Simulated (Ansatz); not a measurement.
# Zn2Ga2O3 polymorphs, one row open

The calculation used DFT PBE, scalar-relativistic, plane waves, PAW in Ansatz 0.2.0. All cells share a 420 eV cutoff and Γ-centred k meshes spaced at most about 0.3 Å⁻¹ (about 0.25 or finer for metals, 2π included). No spin polarisation.

These are static total energies at zero pressure. Rows are sorted by volume; energies count from the lowest form computed. Coordination counts O atoms around Ga and Zn (those within 1.25 times the shortest such distance or 1.15 times the sum of covalent radii; a plus sign parts nearer from farther groups; the shortest distance is added where it is long for a bond; a slash parts the counts of unlike sites).

```
row   form    source  atoms                              coordination  V (Å³/atom)  gap on mesh (eV)  ΔE (meV/atom)
  1  P-3m1  invented      7                     Zn 6, Ga 3 from 2.3 Å         13.9                 0              ?
  2  P-3m1  invented      7                   Zn 1 from 3.1 Å, Ga 3+3         14.1                 0             17
  3  P-6m2  invented      7                   Zn 3/6 from 3.7 Å, Ga 3         14.7                 0             44
  4   P3m1  invented      7  Zn 3 from 3.4 Å/3+3 from 4.1 Å, Ga 4/3+3         15.3                 0              0
  5  P-3m1  invented      7                 Zn 3+3 from 4.0 Å, Ga 3+3         15.3                 0             23
```

The cell of row 1:

```xyz
7
Lattice="3.0614 0.0000 0.0000 -1.5307 2.6513 0.0000 0.0000 0.0000 12.0042" Properties=species:S:1:pos:R:3 pbc="T T T"
Zn    0.0000    1.7675    1.2493
Zn    1.5307    0.8838   10.7548
Ga    0.0000    0.0000    8.0555
Ga    0.0000    0.0000    3.9486
O     1.5307    0.8838    2.4805
O     0.0000    1.7675    9.5236
O     0.0000    0.0000    0.0000
```

Task: How far above the lowest form does the open row lie?

Result: 126 meV/atom, which puts it above row 3, the highest in the table. Counting O atoms around Ga and Zn, row 1 has Zn 6, Ga 3 from 2.3 Å and the lowest form (row 4) has Zn 3 from 3.4 Å/3+3 from 4.1 Å, Ga 4/3+3.

An observed structure of this formula, if there is one, may be missing.

Weakly bound directions are ill-defined at this level, which has no dispersion term (P3m1, P-3m1 at 14.1 Å³/atom, P-3m1 at 15.3 Å³/atom, P-6m2, P-3m1 at 13.9 Å³/atom), and this can change margins and order among such cells. Cells relaxed within their symmetry can be saddle points. Some candidate types were left out of the draw beforehand, so a known form may be missing.
